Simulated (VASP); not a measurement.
Set up this calculation in VASP 6.6.1, as the native input.

| Item | Value |
| --- | --- |
| Task | single point |
| Functional | PBE |
| Potentials or basis | VASP PAW PBE potentials, release 64 (Hg, Te) |
| Cutoff | 520 eV |
| k mesh | 7 × 7 × 7 |
| Occupations | gaussian, width 0.029 eV |
| Spin | no spin polarisation |
| Further INCAR settings | ALGO = Normal; EDIFF = 1e-06 |

The structure of HgTe (Coloradoite) lies in POSCAR:

```
HgTe
1.0
    0.0000000000      3.2145000000      3.2145000000
    3.2145000000      0.0000000000      3.2145000000
    3.2145000000      3.2145000000      0.0000000000
Hg Te
1 1
Direct
    0.0000000000      0.0000000000      0.0000000000
    0.7500000000      0.7500000000      0.7500000000
```

These files were run (other wordings do the same):

INCAR

```
SYSTEM = HgTe
PREC = Accurate
ENCUT = 520
EDIFF = 1E-6
ISMEAR = 0
SIGMA = 0.028999999999999998
LREAL = .False.
LASPH = .True.
NELM = 60
ALGO = Normal
ISIF = 2
LWAVE = .False.
LCHARG = .False.
GGA = PE
```

KPOINTS

```
regular mesh
0
Gamma
  7 7 7
  0 0 0
```

Potentials or basis: VASP PAW PBE potentials, release 64 (Hg, Te).

Launch:

```console
$ cat potpaw_PBE.64/Hg/POTCAR potpaw_PBE.64/Te/POTCAR > POTCAR
$ mpirun -np 1 vasp_std > vasp.out
```

Results of the run:

```
Pressure               : 4.6 GPa
Band gap on the k mesh : none (metal or under the smearing width)
```

Wall time 19 s on 1 thread of AMD EPYC 7R43 64-Core Processor (Zen 3), on a shared host, peak memory 0.17 GiB.
